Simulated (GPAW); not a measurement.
# Pt (Im-3m) in GPAW: convergence with bands over the usual count

Aim: find how far bands over the usual count must go before the results for Pt settle, at PBE. This setting moves, with any that are tied to it; all else stays.

Everything below comes from runs of GPAW 26.7.0. Logs are shortened: lines on timing, memory, paths and dates and some standing lists are left out, and cuts for length are marked. The log counts tension as positive stress, the text compression.

## Step 1: The structure

The structure is cubic, space group Im-3m (No. 229). The conventional cell has a = 3.168 Å, b = 3.168 Å, c = 3.168 Å, α = 90.00°, β = 90.00°, γ = 90.00°. Pt (site symmetry m-3m) has 8 Pt at 2.74 Å as nearest neighbours.

This isn't the form of Pt at room conditions, which is fcc.

## Step 2: With bands over the usual count 0.72

The input, run.py:

```python
from ase.dft.bandgap import bandgap
from ase.io import read, write
from ase.units import GPa
from gpaw import GPAW, PW

atoms = read('POSCAR')

calc = GPAW(mode=PW(600),
            xc='PBE',
            kpts={'size': (12, 12, 12), 'gamma': True},
            occupations={'name': 'fermi-dirac', 'width': 0.05},
            nbands=12,
            convergence={'density': 1e-05, 'energy': 1e-05},
            maxiter=100,
            txt='gpaw.txt')
atoms.calc = calc
energy = atoms.get_potential_energy()
forces = atoms.get_forces()
stress = atoms.get_stress()
calc.write('gs.gpw')
write('result.traj', atoms)
print(f'Energy: {energy:.6f} eV')
print('Forces (eV/A):')
print(forces.round(4))
print('Stress (GPa):', (stress / GPa).round(3))
print('Fermi level:', round(calc.get_fermi_level(), 4), 'eV')
print(f'Gap: {bandgap(calc)[0]:.4f} eV, direct: {bandgap(calc, direct=True)[0]:.4f} eV')
```

The input, POSCAR:

```
Pt
1.0
   -1.5842200000      1.5842200000      1.5842200000
    1.5842200000     -1.5842200000      1.5842200000
    1.5842200000      1.5842200000     -1.5842200000
Pt
1
Direct
    0.0000000000      0.0000000000      0.0000000000
```

Potentials or basis: GPAW PAW data sets (gpaw-data 1.2.1), pw.

On the command line:

```
> OMP_NUM_THREADS=1 python run.py
```

gpaw.txt:

```text
__  _  _
 | _ |_)|_||  |
 |__||  | ||/\| - 26.7.0

Input parameters:
  mode=PW(ecut=600.0),
  convergence={'density': 1e-05, 'energy': 1e-05},
  kpts=MonkhorstPack(size=(12, 12, 12), gamma=True),
  maxiter=100,
  nbands=12,
  occupations=Occupations(name='fermi-dirac', width=0.05),
  xc=XC(name='PBE')

Diagonalizing LCAO Hamiltonian
Converting LCAO to pw mode

       Pt

Atoms  # Å, Bohr magnetons
|   | symbol |        x |        y |        z |    initial magnetic moments |
|---|--------|----------|----------|----------|-----------------------------|
| 0 |     Pt | 0.000000 | 0.000000 | 0.000000 | ( 0.0000,  0.0000,  0.0000) |

Unit cell  # Å
| periodic |         x |         y |         z |  lengths |     angles |
|----------|-----------|-----------|-----------|----------|------------|
|      yes | -1.584220 |  1.584220 |  1.584220 | 2.743950 | 109.471221 |
|      yes |  1.584220 | -1.584220 |  1.584220 | 2.743950 | 109.471221 |
|      yes |  1.584220 |  1.584220 | -1.584220 | 2.743950 | 109.471221 |

Number of symmetries: 48
Symmetry operations  # r_c * U_cc + t_c -> r_c
|    | kind |            matrix            |
|----|------|------------------------------|
|  0 |  σ   |  1, 1, 1,  0, 0,-1,  0,-1, 0 |
|  1 |  C4  |  1, 1, 1,  0, 0,-1, -1, 0, 0 |
|  2 |  C2  |  1, 1, 1,  0,-1, 0,  0, 0,-1 |
|  3 |  S6  |  1, 1, 1,  0,-1, 0, -1, 0, 0 |
|  4 |  S6  |  1, 1, 1, -1, 0, 0,  0, 0,-1 |
|  5 |  C4  |  1, 1, 1, -1, 0, 0,  0,-1, 0 |
|  6 |  E   |  1, 0, 0,  0, 1, 0,  0, 0, 1 |
|  7 |  σ   |  1, 0, 0,  0, 1, 0, -1,-1,-1 |
|  8 |  σ   |  1, 0, 0,  0, 0, 1,  0, 1, 0 |
|  9 |  C3  |  1, 0, 0,  0, 0, 1, -1,-1,-1 |
| 10 |  C3  |  1, 0, 0, -1,-1,-1,  0, 1, 0 |
| 11 |  σ   |  1, 0, 0, -1,-1,-1,  0, 0, 1 |
| 12 |  σ   |  0, 1, 0,  1, 0, 0,  0, 0, 1 |
| 13 |  C2  |  0, 1, 0,  1, 0, 0, -1,-1,-1 |
| 14 |  C3  |  0, 1, 0,  0, 0, 1,  1, 0, 0 |
| 15 |  S4  |  0, 1, 0,  0, 0, 1, -1,-1,-1 |
| 16 |  S4  |  0, 1, 0, -1,-1,-1,  1, 0, 0 |
| 17 |  C3  |  0, 1, 0, -1,-1,-1,  0, 0, 1 |
| 18 |  C3  |  0, 0, 1,  1, 0, 0,  0, 1, 0 |
| 19 |  S4  |  0, 0, 1,  1, 0, 0, -1,-1,-1 |
| 20 |  σ   |  0, 0, 1,  0, 1, 0,  1, 0, 0 |
| 21 |  C3  |  0, 0, 1,  0, 1, 0, -1,-1,-1 |
| 22 |  C2  |  0, 0, 1, -1,-1,-1,  1, 0, 0 |
| 23 |  S4  |  0, 0, 1, -1,-1,-1,  0, 1, 0 |
| 24 |  C4  |  0, 0,-1,  1, 1, 1,  0,-1, 0 |
| 25 |  σ   |  0, 0,-1,  1, 1, 1, -1, 0, 0 |
| 26 |  S6  |  0, 0,-1,  0,-1, 0,  1, 1, 1 |
| 27 |  C2  |  0, 0,-1,  0,-1, 0, -1, 0, 0 |
| 28 |  C4  |  0, 0,-1, -1, 0, 0,  1, 1, 1 |
| 29 |  S6  |  0, 0,-1, -1, 0, 0,  0,-1, 0 |
| 30 |  S6  |  0,-1, 0,  1, 1, 1,  0, 0,-1 |
| 31 |  C4  |  0,-1, 0,  1, 1, 1, -1, 0, 0 |
| 32 |  C4  |  0,-1, 0,  0, 0,-1,  1, 1, 1 |
| 33 |  S6  |  0,-1, 0,  0, 0,-1, -1, 0, 0 |
| 34 |  σ   |  0,-1, 0, -1, 0, 0,  1, 1, 1 |
| 35 |  C2  |  0,-1, 0, -1, 0, 0,  0, 0,-1 |
| 36 |  C2  | -1, 0, 0,  1, 1, 1,  0, 0,-1 |
| 37 |  S6  | -1, 0, 0,  1, 1, 1,  0,-1, 0 |
| 38 |  S6  | -1, 0, 0,  0, 0,-1,  1, 1, 1 |
| 39 |  C2  | -1, 0, 0,  0, 0,-1,  0,-1, 0 |
| 40 |  C2  | -1, 0, 0,  0,-1, 0,  1, 1, 1 |
| 41 |  i   | -1, 0, 0,  0,-1, 0,  0, 0,-1 |
| 42 |  S4  | -1,-1,-1,  1, 0, 0,  0, 1, 0 |
| 43 |  C3  | -1,-1,-1,  1, 0, 0,  0, 0, 1 |
| 44 |  C3  | -1,-1,-1,  0, 1, 0,  1, 0, 0 |
| 45 |  σ   | -1,-1,-1,  0, 1, 0,  0, 0, 1 |
| 46 |  S4  | -1,-1,-1,  0, 0, 1,  1, 0, 0 |
| 47 |  C2  | -1,-1,-1,  0, 0, 1,  0, 1, 0 |

BZ-sampling:
  Number of BZ points: 1728
  Number of IBZ points: 72

  Monkhorst-Pack size: [12, 12, 12]
  Monkhorst-Pack shift: [0.041666666666666664, 0.041666666666666664, 0.041666666666666664]

K-points  # in reciprocal-cell coordinates
|     |                                coordinates |     weight |
|-----|--------------------------------------------|------------|
|   0 | ( -0.00000000,  -0.00000000,  -0.00000000) | 0.00057870 |
|   1 | (  0.08333333,  -0.00000000,  -0.00000000) | 0.00694444 |
|   2 | (  0.08333333,   0.08333333,  -0.08333333) | 0.00347222 |
|   3 | (  0.16666667,  -0.00000000,  -0.08333333) | 0.01388889 |
|   4 | (  0.16666667,  -0.00000000,  -0.00000000) | 0.00694444 |
|   5 | (  0.16666667,   0.08333333,  -0.08333333) | 0.01388889 |
|   6 | (  0.16666667,   0.16666667,  -0.16666667) | 0.00347222 |
|   7 | (  0.25000000,  -0.08333333,  -0.08333333) | 0.00462963 |
|   8 | (  0.25000000,  -0.00000000,  -0.08333333) | 0.02777778 |
|   9 | (  0.25000000,  -0.00000000,  -0.00000000) | 0.00694444 |
| ... |                                            |            |
|  71 | (  0.50000000,   0.50000000,   0.50000000) | 0.00057870 |

Plane wave coefficients: 555
Cutoff: 600.0 eV

Spin-components: 1 (collinear spins)
Bands:           12
Projectors:      6
Spin-degeneracy: 2
Datatype:        complex128

Parallelization:
  kpt:    1
  domain: 1
  band:   1

Density:
  Valence electrons: 16.0
  Components: 1
  Grid points: [16 16 16]
  Charge: 0.0  # |e|

Potential:
  Grid points: [16 16 16]

species:
  Pt:
    name:    Platinum
    Z:       78.0
    valence: 16
    core:    62
    charge:  0.0  # [|e|]
    compensation charges:
      type: gauss
      rc: 0.41  # [Å]
      lmax: 2
    cutoffs:
      filter: 2.26  # [Å]
      core: 2.26  # [Å]
    projectors
    | kind |    occ | energy [eV] | rcut [Å] |
    |------|--------|-------------|----------|
    |   6s |  1.000 |      -5.628 |    1.307 |
    |   5p |  6.000 |     -56.051 |    1.371 |
    |   6p |  0.000 |      -0.845 |    1.371 |
    |   5d |  9.000 |      -6.153 |    1.307 |
    |    s |        |      21.583 |    1.307 |
    |    d |        |      21.058 |    1.307 |

    Using partial waves for Pt as LCAO basis

Reference energy: -500375.362767  # eV

eigensolver:
  PPCG
  Converge bands: occupied
  niter=2

density mixing:
  MSR1-Mixer
  Pratt-step length: 0.05
  Maximum mixing coefficient: 0.75
  Old densities: 10
  SVD Regularization: 0.005
  Good broyden scale: 1.0
  Trust region scale: 1.0
  Backstep threshold: 4.0
  History deletion threshold: 6.0
  Fourier metric: weight=20.0, sigma=0.015

occupation numbers:
  Fermi-Dirac:
    width: 0.0500  # eV

poisson solver:
  ecut: 4800.0  # eV

xc functional:
  name: PBE with 2 nearest neighbor stencil

convergence criteria:
[... 6 lines left out ...]
|iter     | |      energy | eigst |  dens |
|---------|-|-------------|-------|-------|
|iter:   1| |   -6.765152 | +0.20 |       |
|iter:   2| |   -6.681579 | -2.42 | -1.21 |
|iter:   3| |   -6.364540 | -1.63 | -1.26 |
|iter:   4| |   -6.362839 | -3.69 | -2.25 |
|iter:   5| |   -6.362812 | -3.25 | -2.49 |
|iter:   6| |   -6.362815c| -5.51 | -3.58 |
|iter:   7| |   -6.362819c| -6.06 | -3.78 |
|iter:   8| |   -6.362819c| -7.58c| -4.70 |
|iter:   9| |   -6.362819c| -8.31c| -5.47c|

Converged in 9 steps
Energy contributions relative to reference atoms: (reference = -500375.362767)

Energy contributions:
  Kinetic:          -8.383678
  Coulomb:           6.248949
  Zero:             -0.546326
  External:          0.000000
  Xc:               -3.678585
  Entropy:          -0.006359
  Spinorbit:         0.000000
  ----------------------------
  Free energy:      -6.365998
  Extrapolated:     -6.362819

dipole moment: (-5.398090, -5.398090, -5.398090)  # |e|*Ang

Fermi level: 10.835
Eigenvalues  # (at kpt = [-0.000, -0.000, -0.000])
| band index |      eig [eV] | occ [0-2] |
|------------|---------------|-----------|
|          0 |       -41.262 |     2.000 |
|          1 |       -41.262 |     2.000 |
|          2 |       -41.262 |     2.000 |
|          3 |         1.580 |     2.000 |
|          4 |         7.491 |     2.000 |
|          5 |         7.491 |     2.000 |
|          6 |         7.491 |     2.000 |
|          7 |         9.905 |     2.000 |
|          8 |         9.905 |     2.000 |
|          9 |        28.461 |     0.000 |
|         10 |        37.753 |     0.000 |
|         11 |        37.753 |     0.000 |

No gap
No difference between direct/indirect transitions

Forces  # eV/Ang
|       x |       y |       z |
|---------|---------|---------|
| 0.00000 | 0.00000 | 0.00000 |  # Pt   0

Stress tensor  # eV/Ang^3
|         x |         y |         z |
|-----------|-----------|-----------|
|  0.010913 |  0.000000 | -0.000000 |
|  0.000000 |  0.010913 | -0.000000 |
| -0.000000 | -0.000000 |  0.010913 |

# Writing to gs.gpw (mode='')
```

It took 7.8 s on 1 thread of Arm Neoverse V2, shared host; peak memory 0.13 GiB.

Results:

```yaml
Free_energy: -6.3660 eV
Pressure: -1.7 GPa
Band_gap_on_the_k_mesh: none (metal or under the smearing width)
```

## Step 3: With bands over the usual count 0.8

Edit run.py of step 2 so:

```diff
@@ -11,3 +11,3 @@
             occupations={'name': 'fermi-dirac', 'width': 0.05},
-            nbands=12,
+            nbands=14,
             convergence={'density': 1e-05, 'energy': 1e-05},
```

POSCAR is that of step 2.

Potentials or basis: GPAW PAW data sets (gpaw-data 1.2.1), pw.

On the command line:

```
> OMP_NUM_THREADS=1 python run.py
```

It took 8.7 s on 1 thread of Arm Neoverse V2, shared host; peak memory 0.13 GiB.

The run converged. Its results:

| Quantity | Value |
| --- | --- |
| Free energy | -6.3660 eV |
| Pressure | -1.7 GPa |
| Band gap on the k mesh | none (metal or under the smearing width) |

## Step 4: With bands over the usual count 0.9

Edit run.py of step 3 so:

```diff
@@ -11,3 +11,3 @@
             occupations={'name': 'fermi-dirac', 'width': 0.05},
-            nbands=14,
+            nbands=15,
             convergence={'density': 1e-05, 'energy': 1e-05},
```

POSCAR is that of step 3.

On the command line:

```
> OMP_NUM_THREADS=1 python run.py
```

It took 9.3 s on 1 thread of Arm Neoverse V2, shared host; peak memory 0.13 GiB.

Results (log left out):

| Item | Value |
| --- | --- |
| Free energy | -6.3660 eV |
| Pressure | -1.7 GPa |
| Band gap on the k mesh | none (metal or under the smearing width) |

## Step 5: With bands over the usual count 1

Edit run.py of step 4 so:

```diff
@@ -11,3 +11,3 @@
             occupations={'name': 'fermi-dirac', 'width': 0.05},
-            nbands=15,
+            nbands=17,
             convergence={'density': 1e-05, 'energy': 1e-05},
```

POSCAR is that of step 4.

On the command line:

```
> OMP_NUM_THREADS=1 python run.py
```

Wall time 9.8 s (1 thread of Arm Neoverse V2, shared host); peak memory 0.13 GiB.

Results (log left out):

| Property | Result |
| --- | --- |
| Free energy | -6.3660 eV |
| Pressure | -1.7 GPa |
| Band gap on the k mesh | none (metal or under the smearing width) |

## Step 6: With bands over the usual count 1.3

Edit run.py of step 5 so:

```diff
@@ -11,3 +11,3 @@
             occupations={'name': 'fermi-dirac', 'width': 0.05},
-            nbands=17,
+            nbands=22,
             convergence={'density': 1e-05, 'energy': 1e-05},
```

POSCAR is that of step 5.

Potentials or basis: GPAW PAW data sets (gpaw-data 1.2.1), pw.

On the command line:

```
> OMP_NUM_THREADS=1 python run.py
```

Wall time 12 s (1 thread of Arm Neoverse V2, shared host); peak memory 0.14 GiB.

Results (log left out):

```yaml
Free_energy: -6.3660 eV
Pressure: -1.7 GPa
Band_gap_on_the_k_mesh: none (metal or under the smearing width)
```

## Step 7: With bands over the usual count 1.7

Edit run.py of step 6 so:

```diff
@@ -11,3 +11,3 @@
             occupations={'name': 'fermi-dirac', 'width': 0.05},
-            nbands=22,
+            nbands=29,
             convergence={'density': 1e-05, 'energy': 1e-05},
```

POSCAR is that of step 6.

On the command line:

```
> OMP_NUM_THREADS=1 python run.py
```

Run time: 16 s. Hardware: 1 thread of Arm Neoverse V2, shared host; peak memory 0.14 GiB.

It converged, with:

| Property | Result |
| --- | --- |
| Free energy | -6.3660 eV |
| Pressure | -1.7 GPa |
| Band gap on the k mesh | none (metal or under the smearing width) |

## Step 8: With bands over the usual count 2.5

Edit run.py of step 7 so:

```diff
@@ -11,3 +11,3 @@
             occupations={'name': 'fermi-dirac', 'width': 0.05},
-            nbands=29,
+            nbands=42,
             convergence={'density': 1e-05, 'energy': 1e-05},
```

POSCAR is that of step 7.

On the command line:

```
> OMP_NUM_THREADS=1 python run.py
```

Run time: 23 s. Hardware: 1 thread of Arm Neoverse V2, shared host; peak memory 0.15 GiB.

The run converged. Its results:

```yaml
Free_energy: -6.3660 eV
Pressure: -1.7 GPa
Band_gap_on_the_k_mesh: none (metal or under the smearing width)
```

## Step 9: Result

| bands over the usual count | energy less the tightest run, at zero smearing (meV/atom) | SCF cycles | CPU time (s) | peak memory (GiB) |
| --- | --- | --- | --- | --- |
| 0.72 | 0.00 | 9 | 7.8 | 0.13 |
| 0.8 | 0.00 | 9 | 8.7 | 0.13 |
| 0.9 | 0.00 | 9 | 9.3 | 0.13 |
| 1 | 0.00 | 9 | 9.8 | 0.13 |
| 1.3 | 0.00 | 9 | 12 | 0.14 |
| 1.7 | 0.00 | 9 | 16 | 0.14 |
| 2.5 | 0.00 | 9 | 22 | 0.15 |

Against the tightest run, the energy stays within 1 meV/atom from 0.72 on. The tightest run that finished is the yardstick and may itself not be fully converged.
